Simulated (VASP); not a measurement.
# GaAs (F-43m) in VASP: notebook

One crystal, GaAs, is run at these levels: LDA, PBE, RPBE; tasks: relaxation of cell and atoms, single point.

All numbers are computed with VASP 6.6.1; they aren't measurements. Logs are shortened: lines on timing, memory, paths and dates and some standing lists are left out, and cuts for length are marked.

**What was measured.**

From “Evidence of valence band perturbations in GaAsN/GaAs(001): A combined variable-angle spectroscopic ellipsometry and modulated photoreflectance investigation”, 2008, arxiv:0805.2212, for a bulk crystal of GaAs at 300 K: band gap 1.418 ± 0.005 eV (direct).

How close the calculation comes is told below.

### Step 1. The structure

Symmetry: F-43m, No. 216, cubic system. The conventional cell has a = 5.654 Å, b = 5.654 Å, c = 5.654 Å, α = 90.00°, β = 90.00°, γ = 90.00°. Ga (site symmetry -43m) is surrounded by 4 As at 2.45 Å. As (site symmetry -43m) is surrounded by 4 Ga at 2.45 Å.

### Step 2. Relaxation of cell and atoms, LDA

Contents of INCAR:

```
PREC = Accurate
ENCUT = 600
EDIFF = 1E-6
ISMEAR = 0
SIGMA = 0.03
LREAL = False
LASPH = True
NELM = 80
ALGO = Normal
ISIF = 3
LWAVE = False
LCHARG = False
GGA = CA
IBRION = 2
NSW = 90
EDIFFG = -0.01
```

Contents of KPOINTS:

```
regular mesh
0
Gamma
  10 10 10
```

Contents of POSCAR:

```
GaAs
1.0
    0.0000000000      2.8268500000      2.8268500000
    2.8268500000      0.0000000000      2.8268500000
    2.8268500000      2.8268500000      0.0000000000
Ga As
1 1
Direct
    0.0000000000      0.0000000000      0.0000000000
    0.2500000000      0.2500000000      0.2500000000
```

Potentials or basis: VASP PAW LDA potentials, release 64 (Ga_d, As).

The run is started by

```sh
$ cat potpaw_LDA.64/Ga_d/POTCAR potpaw_LDA.64/As/POTCAR > POTCAR
$ mpirun -np 1 vasp_std > vasp.out
```

OUTCAR:

```text
PREC = Accurate
   ENCUT = 600
   EDIFF = 1E-6
   ISMEAR = 0
   LREAL = False
   LASPH = True
   NELM = 80
   ISIF = 3
   GGA = CA
   IBRION = 2
   NSW = 90
   EDIFFG = -0.01

 ion  position               nearest neighbor table
   1  0.000  0.000  0.000-   2 2.45   2 2.45   2 2.45   2 2.45
   2  0.250  0.250  0.250-   1 2.45   1 2.45   1 2.45   1 2.45

  LATTYP: Found a face centered cubic cell.
 ALAT       =     5.6537000000

  Lattice vectors:

 A1 = (   0.0000000000,   2.8268500000,   2.8268500000)
 A2 = (   2.8268500000,   0.0000000000,   2.8268500000)
 A3 = (   2.8268500000,   2.8268500000,   0.0000000000)

Analysis of symmetry for initial positions (statically):
=====================================================================
 Subroutine PRICEL returns:
 Original cell was already a primitive cell.

 Routine SETGRP: Setting up the symmetry group for a
 face centered cubic supercell.

 Subroutine GETGRP returns: Found 24 space group operations
 (whereof 24 operations were pure point group operations)
 out of a pool of 48 trial point group operations.

The static configuration has the point symmetry T_d .

Analysis of symmetry for dynamics (positions and initial velocities):
=====================================================================
 Subroutine PRICEL returns:
 Original cell was already a primitive cell.

 Routine SETGRP: Setting up the symmetry group for a
 face centered cubic supercell.

 Subroutine GETGRP returns: Found 24 space group operations
 (whereof 24 operations were pure point group operations)
 out of a pool of 48 trial point group operations.

The dynamic configuration has the point symmetry T_d .

 Subroutine INISYM returns: Found 24 space group operations
 (whereof 24 operations are pure point group operations),
 and found     1 'primitive' translations

----------------------------------------------------------------------------------------

                                     Primitive cell

  volume of cell :      45.1792

  direct lattice vectors                    reciprocal lattice vectors
     0.000000000  2.826850000  2.826850000    -0.176875321  0.176875321  0.176875321
     2.826850000  0.000000000  2.826850000     0.176875321 -0.176875321  0.176875321
     2.826850000  2.826850000  0.000000000     0.176875321  0.176875321 -0.176875321

  length of vectors
     3.997769609  3.997769609  3.997769609     0.306357042  0.306357042  0.306357042

  position of ions in fractional coordinates (direct lattice)
[... 35 lines left out ...]
            Coordinates               Weight
  0.000000  0.000000  0.000000      1.000000
  0.100000  0.000000  0.000000      8.000000
  0.200000  0.000000  0.000000      8.000000
  0.300000  0.000000  0.000000      8.000000
  0.400000  0.000000  0.000000      8.000000
  0.500000  0.000000  0.000000      4.000000
[... 16 lines left out ...]
  0.300000  0.300000  0.000000      6.000000
  0.400000  0.300000  0.000000     24.000000
 [... further k-points ...]
   k-points           NKPTS =     47   k-points in BZ     NKDIM =     47   number of bands    NBANDS=     13
   number of dos      NEDOS =    301   number of ions     NIONS =      2
   total plane-waves  NPLWV =  32768
   dimension x,y,z NGX =    32 NGY =   32 NGZ =   32
   dimension x,y,z NGXF=    64 NGYF=   64 NGZF=   64
   ions per type =               1   1
   NGX,Y,Z   is equivalent  to a cutoff of  13.31, 13.31, 13.31 a.u.
   NGXF,Y,Z  is equivalent  to a cutoff of  26.61, 26.61, 26.61 a.u.
 SYSTEM =  unknown system
   PREC   = accura    normal or accurate (medium, high low for compatibility)
   ISTART =      0    job   : 0-new  1-cont  2-samecut
   ICHARG =      2    charge: 1-file 2-atom 10-const
   ISPIN  =      1    spin polarized calculation?
   LNONCOLLINEAR =      F non collinear calculations
   LSORBIT =      F    spin-orbit coupling
   LASPH  =      T    aspherical Exc in radial PAW
   ENCUT  =  600.0 eV  44.10 Ry    6.64 a.u.   7.98  7.98  7.98*2*pi/ulx,y,z
   NELM   =     80;   NELMIN=  2; NELMDL= -5     # of ELM steps
   EDIFF  = 0.1E-05   stopping-criterion for ELM
   LREAL  =      F    real-space projection
   EDIFFG = -.1E-01   stopping-criterion for IOM
   NSW    =     90    number of steps for IOM
   IBRION =      2    ionic relax: 0-MD 1-quasi-New 2-CG
   NFREE  =      1    steps in history (QN), initial steepest desc. (CG)
   ISIF   =      3    stress and relaxation
   ISYM   =      2    0-nonsym 1-usesym 2-fastsym
   POTIM  = 0.5000    time-step for ionic-motion
   TEBEG  =    0.0;   TEEND  =   0.0 temperature during run
   PSTRESS=    0.0 pullay stress
   NELECT =      18.0000    total number of electrons
   NUPDOWN=      -1.0000    fix difference up-down
   EMIN   =  10.00;   EMAX   =-10.00  energy-range for DOS
   EFERMI =   0.00;   METHOD = LEGACY
   ISMEAR =     0;   SIGMA  =   0.03  broadening in eV -4-tet -1-fermi 0-gaus
   EFERMI_NEDOS =   21; number of points for ismear=-14 and -15
   IALGO  =     38    algorithm
   IMIX   =      4    mixing-type and parameters
     AMIX     =   0.40;   BMIX     =  1.00
     AMIX_MAG =   1.60;   BMIX_MAG =  1.00
  volume/ion in A,a.u.               =      22.59       152.44
  Fermi-wavevector in a.u.,A,eV,Ry     =   1.204628  2.276417 19.743799  1.451128
  Thomas-Fermi vector in A             =   2.340347
   LORBIT       =      0    0 simple, 1 ext, 2 COOP (PROOUT), +10 PAW based schemes
   GGA     = CA    functional components
   LHFCALC =     F    Hartree Fock is set to
   AEXX    =    0.0000 exact exchange contribution
   IVDW    =     0    specifies the selected vdW correction
   LEPSILON=     F    determine dielectric tensor
   LRPA    =     F    only Hartree local field effects (RPA)
 conjugate gradient relaxation of ions
 non-spin polarized calculation
 Gauss-broadening in eV      SIGMA  =   0.03
  energy-cutoff  :      600.00
  volume of cell :       45.18
 maximum number of plane-waves:      1524
   NGX = 15   NGY = 15   NGZ = 15

--------------------------------------- Ionic step        1  -------------------------------------------

 number of electron      18.0000011 magnetization

 Free energy of the ion-electron system (eV)
  ---------------------------------------------------
  ext. energy  EPLUGINS =         0.00000000
  ---------------------------------------------------
  free energy    TOTEN  =        -9.63593721 eV

  energy without entropy =       -9.63593721  energy(sigma->0) =       -9.63593721

 E-fermi :   3.9726     XC(G=0):  -9.9125

 val. band max:        3.8001667606   @ k =   0.0000   0.0000   0.0000
 cond. band min:       4.1322729771   @ k =   0.0000   0.0000   0.0000
 fundamental gap:      0.3321062164
 Fermi energy:         3.9725792103
[... 848 lines left out ...]
--------------------------------------- Ionic step        3  -------------------------------------------

 number of electron      18.0000006 magnetization

 Free energy of the ion-electron system (eV)
  ---------------------------------------------------
  ext. energy  EPLUGINS =         0.00000000
  ---------------------------------------------------
  free energy    TOTEN  =        -9.64124007 eV

  energy without entropy =       -9.64124007  energy(sigma->0) =       -9.64124007

 E-fermi :   4.1924     XC(G=0): -10.0140

 val. band max:        4.0221870896   @ k =   0.0000   0.0000   0.0000
 cond. band min:       4.5277667134   @ k =   0.0000   0.0000   0.0000
 fundamental gap:      0.5055796238
 Fermi energy:         4.1923895574
[... 413 lines left out ...]
  FREE ENERGIE OF THE ION-ELECTRON SYSTEM (eV)
  ---------------------------------------------------
  free  energy   TOTEN  =        -9.6412400740 eV

  energy  without entropy=       -9.6412400740  energy(sigma->0) =       -9.64124007

 reached required accuracy - stopping structural energy minimisation
```

OSZICAR:

```text
N       E                     dE             d eps       ncg     rms          rms(c)
DAV:   1     0.837964680786E+02    0.83796E+02   -0.98544E+03  1230   0.205E+03
DAV:   2    -0.288323924473E+01   -0.86680E+02   -0.83656E+02  1318   0.349E+02
DAV:   3    -0.973565684629E+01   -0.68524E+01   -0.67925E+01  1557   0.787E+01
[... 22 lines left out ...]
DAV:   3    -0.964160654870E+01    0.34408E-02   -0.42609E-03  1607   0.137E+00    0.746E-02
DAV:   4    -0.964128906449E+01    0.31748E-03   -0.38154E-04  1479   0.315E-01    0.262E-02
DAV:   5    -0.964124154341E+01    0.47521E-04   -0.25918E-05  1579   0.769E-02    0.713E-03
DAV:   6    -0.964124013051E+01    0.14129E-05   -0.23726E-06   984   0.264E-02    0.397E-03
DAV:   7    -0.964124007396E+01    0.56546E-07   -0.38505E-07   611   0.130E-02
   3 F= -.96412401E+01 E0= -.96412401E+01  d E =-.530287E-02
```

CONTCAR:

```text
GaAs
   1.00000000000000
    -0.0000000000000000    2.8053051463706553    2.8053051463706553
     2.8053051463706553    0.0000000000000000    2.8053051463706553
     2.8053051463706553    2.8053051463706553    0.0000000000000000
  Ga              As
     1     1
Direct
     0.0000000000000000    0.0000000000000000    0.0000000000000000
     0.2500000000000000    0.2500000000000000    0.2500000000000000

  0.00000000E+00  0.00000000E+00  0.00000000E+00
  0.00000000E+00  0.00000000E+00  0.00000000E+00
```

Run time: 21 s. Hardware: 1 thread of Intel Xeon 6975P-C (Granite Rapids), shared host; peak memory 0.18 GiB.

What came out:

| Property | Result |
| --- | --- |
| Free energy | -9.6412 eV |
| Relaxed volume | 22.08 Å³/atom |
| Relaxed cell | a = 3.967 Å, b = 3.967 Å, c = 3.967 Å, α = 60.00°, β = 60.00°, γ = 60.00° |
| Space group after relaxing (to 0.05 Å) | F-43m (No. 216) |
| Energy gained by relaxing | 2.7 meV/atom |
| Ionic steps | 3 |
| Pressure after relaxing | 0.0 GPa |
| Band gap on the k mesh | 0.51 eV, direct |

Step by step:
| step | energy change (eV) | largest force (eV/Å) | pressure (GPa) | volume (Å³) |
| --- | --- | --- | --- | --- |
| 1 | 0.0000 | 0.0000 | -1.63 | 45.18 |
| 2 | -0.0042 | 0.0000 | 0.76 | 43.69 |
| 3 | -0.0053 | 0.0000 | 0.01 | 44.15 |

Final structure:
```yaml
crystal:
  lattice:
    - [0.00000, 2.80531, 2.80531]
    - [2.80531, 0.00000, 2.80531]
    - [2.80531, 2.80531, 0.00000]
  atoms:
    - { symbol: Ga, position: [0.00000, 0.00000, 0.00000] }
    - { symbol: As, position: [0.25000, 0.25000, 0.25000] }
```

Levels at points of the mesh, in eV from the valence-band top:
| k point | band 7 | band 8 | band 9 | band 10 | band 11 | band 12 |
| --- | --- | --- | --- | --- | --- | --- |
| (0.00, 0.00, 0.00) | 0.00 | 0.00 | 0.00 | 0.51 | 3.68 | 3.68 |
| (0.50, 0.00, 0.00) | -6.82 | -1.18 | -1.18 | 0.93 | 4.59 | 4.59 |
| (0.50, 0.50, 0.00) | -6.98 | -2.77 | -2.77 | 1.30 | 1.54 | 10.23 |

### Step 3. Relaxation of cell and atoms, LDA

This run uses another cell than the first one, of 22.08 Å³/atom, 0.977 times its volume.

Changes to INCAR since step 2:

```diff
@@ -2,3 +2,3 @@
 ENCUT = 600
-EDIFF = 1E-6
+EDIFF = 1E-7
 ISMEAR = 0
@@ -15,2 +15,2 @@
 NSW = 90
-EDIFFG = -0.01
+EDIFFG = -0.005
```

KPOINTS is that of step 2.

Contents of POSCAR:

```
GaAs                                    
1.0
   -0.0000000000      2.8053051464      2.8053051464
    2.8053051464      0.0000000000      2.8053051464
    2.8053051464      2.8053051464      0.0000000000
  Ga              As            
     1     1
Direct
     0.0000000000000000    0.0000000000000000    0.0000000000000000
     0.2500000000000000    0.2500000000000000    0.2500000000000000
```

Potentials or basis: VASP PAW LDA potentials, release 64 (Ga_d, As).

The run is started by

```sh
$ cat potpaw_LDA.64/Ga_d/POTCAR potpaw_LDA.64/As/POTCAR > POTCAR
$ mpirun -np 1 vasp_std > vasp.out
```

It took 9.3 s on 1 thread of Intel Xeon 6975P-C (Granite Rapids), shared host; peak memory 0.17 GiB.

The run converged. Its results:

```yaml
Free_energy: -9.6411 eV
Pressure_after_relaxing: 0.0 GPa
Band_gap_on_the_k_mesh: 0.51 eV, direct
```

Final structure:
```
Ga As
1.0
     0.00000    2.80531    2.80531
     2.80531    0.00000    2.80531
     2.80531    2.80531    0.00000
Ga As
1 1
Direct
  0.00000 0.00000 0.00000
  0.25000 0.25000 0.25000
```

Levels at points of the mesh, in eV from the valence-band top:
```tsv
k point	band 7	band 8	band 9	band 10	band 11	band 12
(0.00, 0.00, 0.00)	0.00	0.00	0.00	0.51	3.68	3.68
(0.50, 0.00, 0.00)	-6.82	-1.18	-1.18	0.93	4.59	4.59
(0.50, 0.50, 0.00)	-6.98	-2.77	-2.77	1.30	1.54	10.23
```

Caveat: the relaxation stopped at its first step, so nothing moved. A k mesh can miss the band edges.

(Continued in part 2 of 2.)
